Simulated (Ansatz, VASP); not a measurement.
## Cl: VASP beside Ansatz

```
Cl
1.0
    -1.69388    1.69388    1.69388
     1.69388   -1.69388    1.69388
     1.69388    1.69388   -1.69388
Cl
1
Cartesian
  0.0000 0.0000 0.0000
```

Change from the starting cell: volume scaled by 0.9, LAPW.

Alike in both runs: task single point; functional PBE; k mesh 17 × 17 × 17; occupations fermi-dirac, width 0.1 eV; no spin polarisation.

```csv
,VASP,Ansatz
version,VASP 6.6.1,Ansatz 0.2.0
potentials or method,"VASP PAW PBE potentials, release 64 (Cl), cutoff 520 eV","all-electron LAPW, scalar-relativistic"
```

Ansatz gave:

```
pressure (GPa) : 4.2
```

Estimate VASP's values.

pressure (GPa): 4.1.

Ansatz ran all-electron here, so the differences hold the error of VASP's frozen core and of both bases.

Caveats: an odd number of electrons without spin polarisation forces a metal; a magnetic or distorted state may lie lower.
